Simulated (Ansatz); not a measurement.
Runs of Ansatz 0.2.0 on CuO. Symmetry: P4/nmm, No. 129, tetragonal system. The conventional cell has a = 3.175 Å, b = 3.175 Å, c = 4.650 Å, α = 90.00°, β = 90.00°, γ = 90.00°. Around Cu (site symmetry -4m2) lie 4 O at 2.02 Å and 4 Cu at 2.25 Å. O (site symmetry 4mm) is surrounded by 4 Cu at 2.02 Å. The cell was built by a generator and needn't be a form met in nature.

| task | level | U | cell | k mesh | points for each segment of the path | hubbard projectors | double counting | mesh quality | gap on the mesh (eV) | pressure (GPa) | largest force (eV/Å) |
| --- | --- | --- | --- | --- | --- | --- | --- | --- | --- | --- | --- |
| band structure | RPBE | - | as given | 8 × 8 × 6 | 14 | - | - | not flagged | none | 21.5 | 0.68 |
| phonons | PBE | - | as given | 7 × 7 × 5 | - | - | - | not flagged | none | - | - |
| single point | PBE | - | as given | 15 × 15 × 10 | - | - | - | not flagged | none | (c) | 0.90 |
| band structure | BLYP | - | as given | 5 × 5 × 4 | 14 | - | - | coarse | none | 22.4 | 0.60 |
| relaxation of cell and atoms | LDA | - | relaxed | 8 × 8 × 6 | - | - | - | not flagged | none | 0.0 | - |
| band structure | PBE+U | Cu d U = 6 eV | as given | 8 × 8 × 6 | 14 | ortho-atomic (the default) | fll (the default) | not flagged | none | 19.4 | 0.20 |
| density of states | LDA | - | as given | 8 × 8 × 6 | - | - | - | not flagged | none | (a) | (d) |
| band structure | revPBE | - | as given | 5 × 5 × 4 | 14 | - | - | coarse | none | 20.3 | (b) |

Alike in all rows: potentials or basis Ansatz PAW; no spin polarisation; cutoff (eV) 420; smearing fermi-dirac 0.05 eV.

Question: Fill in the values left out.

Answer: (a) 3.9; (b) 0.74; (c) 16.8; (d) 1.70.

Caveats: some runs use coarse meshes; the run has no spin polarisation, though such a crystal can be magnetic; semilocal functionals often make such compounds metallic where correlation or magnetic order opens a gap, which also shifts bond lengths (some runs); the PAW data sets come from PBE, with cores solved anew for the run's functional, which leaves a small shift of forces and pressure (some runs); the potentials were made for another functional, which shifts forces and pressure (some runs); so large a pressure means that the cell lies far from this level's equilibrium, or that cutoff or potentials fall short (some runs); some modes are imaginary (some runs); the plane-wave basis is chosen anew once the cell has moved, so the energies of steps on either side of that aren't comparable (some runs).

A k mesh can miss the band edges.

A gap of «none» marks a metal or a gap under the smearing width.

Not every run made on this cell is shown here.
